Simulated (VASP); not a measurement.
A run of VASP 6.6.1:

Contents of INCAR:

```
AGGAC = 1.0 ; AGGAX = 1.0
ALDAC = 0.0 ; ALDAX = 1.0
ALGO = Normal ; EDIFF = 1E-7
ENCUT = 520 ; GGA = B5
ISIF = 2 ; ISMEAR = -1
LASPH = True ; LCHARG = True
LELF = True ; LREAL = False
LVHAR = True ; LWAVE = False
NBANDS = 26 ; NELM = 100
PREC = Accurate ; SIGMA = 0.1
```

The input KPOINTS:

```
k-points
0
Gamma
  7 7 10
```

Contents of POSCAR:

```
Tl
1.0
    5.6396362792      0.0000000000      0.0000000000
   -2.8198181396      4.8840682859      0.0000000000
    0.0000000000      0.0000000000      3.4423862825
Tl
3
Direct
    1.0000000000      1.0000000000      0.0000000000
    0.3333333333      0.6666666667      0.5000000000
    0.6666666667      0.3333333333      0.5000000000
```

Potentials or basis: VASP PAW PBE potentials, release 64 (Tl_d).

Launch:

```sh
$ cat potpaw_PBE.64/Tl_d/POTCAR > POTCAR
$ mpirun -np 1 vasp_std > vasp.out
```

Hardware: 1 thread of Intel(R) Xeon(R) 6975P-C (Granite Rapids) (shared host).

Estimate the wall time of this run.

It took 44 s on 1 thread of Intel(R) Xeon(R) 6975P-C (Granite Rapids), with other jobs on the host, peak memory 0.25 GiB. Counts: scf iterations 12, k points 48.
